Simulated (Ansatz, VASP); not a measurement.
# Zn: VASP beside Ansatz

File INCAR:

```
PREC = Accurate ; ENCUT = 520
EDIFF = 1E-6 ; ISMEAR = -1
SIGMA = 0.1 ; LREAL = F
LASPH = T ; NELM = 100
ALGO = Normal ; ISIF = 2
LWAVE = F ; LCHARG = F
GGA = CA ; NBANDS = 12
```

The input KPOINTS:

```
Automatic mesh
0
Gamma
  15 15 15
```

File POSCAR:

```
Zn
1.0
    1.9337827851      0.0000000000      0.0000000000
    0.0000000000      1.9337827851      0.0000000000
    0.0000000000      0.0000000000      1.9337827851
Zn
1
Direct
    0.0000000000      0.0000000000      0.0000000000
```

Input for Ansatz:

```yaml
crystal:
  lattice:
    - [1.9337827851, 0.0, 0.0]
    - [0.0, 1.9337827851, 0.0]
    - [0.0, 0.0, 1.9337827851]
  atoms:
    - { symbol: Zn, position: [0.0, 0.0, 0.0] }
kpoints:
  mp_grid: { grid: [15, 15, 15] }
scf:
  occupations: { method: fermi_dirac, width: 0.1 }
hamiltonian:
  xc: lda
  pseudopotentials: { kind: paw }
output:
  forces: true
  stress: true
  eigenvalues: true
basis:
  ecutwfc: 600
```

Change from the starting cell: volume scaled by 0.45, PAW files, ecut 600.

Alike in both runs: task single point; functional LDA; k mesh 15 × 15 × 15; occupations fermi-dirac, width 0.1 eV; no spin polarisation.

|  | VASP | Ansatz |
| --- | --- | --- |
| version | VASP 6.6.1 | Ansatz 0.2.0 |
| potentials or method | VASP PAW LDA potentials, release 64 (Zn) | PAW with Ansatz's default frozen-core files, scalar-relativistic |
| plane-wave cutoff (eV) | 520 | 600 |
| valence electrons in the cell | 12 | 12 |

```tsv
	VASP	Ansatz	Ansatz less VASP
pressure (GPa)	411.6	398.9	-12.60
```

Caveats: the cell as given lies far from equilibrium; so large a pressure means that the cell lies far from this level's equilibrium, or that cutoff or potentials fall short (VASP).
